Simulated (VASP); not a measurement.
Here is a VASP 6.6.1 calculation.

File POSCAR:

```
Si
1.0
    3.8496535314     -0.0000000289      0.0000000000
   -1.9248267407      3.3338977684      0.0000000000
    0.0000000000      0.0000000000     21.0722977971
Si
6
Direct
    0.0000000000      0.0000000000      0.3351103449
    0.6666666667      0.3333333333      0.3667929294
    0.6666666667      0.3333333333      0.4819837443
    0.3333333333      0.6666666667      0.5180162547
    0.3333333333      0.6666666667      0.6332070679
    0.0000000000      0.0000000000      0.6648896588
```

File INCAR.step1:

```
PREC     = Accurate       # precision mode
ENCUT    = 520            # plane-wave cutoff, eV
ISMEAR   = 0              # smearing method
SIGMA    = 0.03           # smearing width, eV
LREAL    = F              # projectors in reciprocal space
LASPH    = T              # aspherical terms in the spheres
NELM     = 100            # most SCF steps
LDIPOL   = T            
IDIPOL   = 3            
DIPOL    = 0.5 0.5 0.500
NBANDS   = 21             # bands
GGA      = PE             # functional
ALGO     = Normal         # electronic algorithm
EDIFF    = 1E-4           # SCF threshold, eV
LWAVE    = T              # write WAVECAR
LCHARG   = F              # write CHGCAR
```

INCAR.step2

```
PREC     = Accurate       # precision mode
ENCUT    = 520            # plane-wave cutoff, eV
EDIFF    = 1E-6           # SCF threshold, eV
ISMEAR   = 0              # smearing method
SIGMA    = 0.03           # smearing width, eV
LREAL    = F              # projectors in reciprocal space
LASPH    = T              # aspherical terms in the spheres
NELM     = 100            # most SCF steps
ALGO     = Normal         # electronic algorithm
ISIF     = 2              # what is computed and relaxed
LWAVE    = F              # write WAVECAR
LCHARG   = F              # write CHGCAR
LDIPOL   = T            
IDIPOL   = 3            
DIPOL    = 0.5 0.5 0.500
METAGGA  = R2SCAN         # meta-GGA
LMIXTAU  = T            
NBANDS   = 21             # bands
ISTART   = 1
```

File KPOINTS:

```
Automatic mesh
0
Gamma
  9 9 1
```

Potentials or basis: VASP PAW PBE potentials, release 64 (Si).

Command:

```console
$ cat potpaw_PBE.64/Si/POTCAR > POTCAR
$ cp INCAR.step1 INCAR
$ mpirun -np 1 vasp_std > vasp.out
$ cp INCAR.step2 INCAR
$ mpirun -np 1 vasp_std > vasp.out
```

(1) What does it give for the band gap on the k mesh?

(2) What does it give for the largest force?

## Answers

(1) none (metal or under the smearing width).

(2) 0.019 eV/Å.

Caveat: the PAW data sets were made with another functional, which shifts forces and pressure a little.
